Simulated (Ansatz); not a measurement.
## Al2Pt in Ansatz: the effect of functional

Crystal: Al2Pt.

```xyz
3
Lattice="0.0000 2.8947 2.8947 2.8947 0.0000 2.8947 2.8947 2.8947 0.0000" Properties=species:S:1:pos:R:3 pbc="T T T"
Pt    0.0000    0.0000    0.0000
Al    4.3420    4.3420    4.3420
Al    1.4473    1.4473    1.4473
```

The cell isn't the ideal one: volume scaled by 0.94.

Alike in all runs:

- Program: Ansatz 0.2.0
- Task: single point
- Potentials or basis: Ansatz PAW
- k mesh: 8 × 8 × 8
- Occupations: fermi-dirac, width 0.05 eV
- Spin: no spin polarisation

Q: One run gave: pressure 5.2 GPa. Which functional did it use?
A. LDA
B. PBEsol
C. r2SCAN

A: A.

| functional | cutoff | pressure (GPa) |
| --- | --- | --- |
| LDA | 420 eV (not typed: the program's choice for these potentials) | 5.2 |
| PBEsol | 420 eV (not typed: the program's choice for these potentials) | 8.6 |
| r2SCAN | 500 eV (not typed: the program's choice for these potentials) | 9.5 |

Caveats: the PAW data sets come from PBE, with cores solved anew for the run's functional, which leaves a small shift of forces and pressure.
